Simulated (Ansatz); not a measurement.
A calculation with the code Ansatz. Plane-wave DFT: an element X is put into a periodic supercell of the crystal below and the atoms relax. X is one of the candidates, and is told by the neutral defect's formation energy over the elements (uncorrected), its moments where the run had spin, and its relaxed neighbours, eight at most.

```
cell
1.0
     0.0000    2.7526    2.7526
     2.7526    0.0000    2.7526
     2.7526    2.7526    0.0000
Ga P
1 1
Direct
  0.0000 0.0000 0.0000
  0.2500 0.2500 0.2500
```

| quantity | value |
| --- | --- |
| host atoms in supercell | 32 |
| functional | PBE |
| wave cutoff | 420 eV |
| k mesh | 2, 2, 2 |
| k shift | 0.5, 0.5, 0.5 mesh steps |
| gaussian smearing | 0.02 eV |
| start displacement | 0 angstrom |
| electrons started on | no chosen atoms |
| candidate elements | Li, Na, Se, Y, Zr, In |
| found formation energy | 0.582 eV |
| found largest move from host sites | 0.136 angstrom |

```tsv
supercell vector	supercell times a (host cell vectors)	supercell times b (host cell vectors)	supercell times c (host cell vectors)
A	3	-1	-1
B	-1	3	-1
C	-1	-1	3
```

```
change element  change kind  change place a (host cell vectors)  change place b (host cell vectors)  change place c (host cell vectors)
             X        on Ga                                   1                                   1                                  -1
```

```json
{"found neighbour element": "P", "found neighbour distance (angstrom)": "2.52"}
{"found neighbour element": "P", "found neighbour distance (angstrom)": "2.52"}
{"found neighbour element": "P", "found neighbour distance (angstrom)": "2.52"}
{"found neighbour element": "P", "found neighbour distance (angstrom)": "2.52"}
```

Which element is X?

In.

Caveats: the atoms kept the symmetry of the start, so a distorted state could lie lower; the supercell is small.
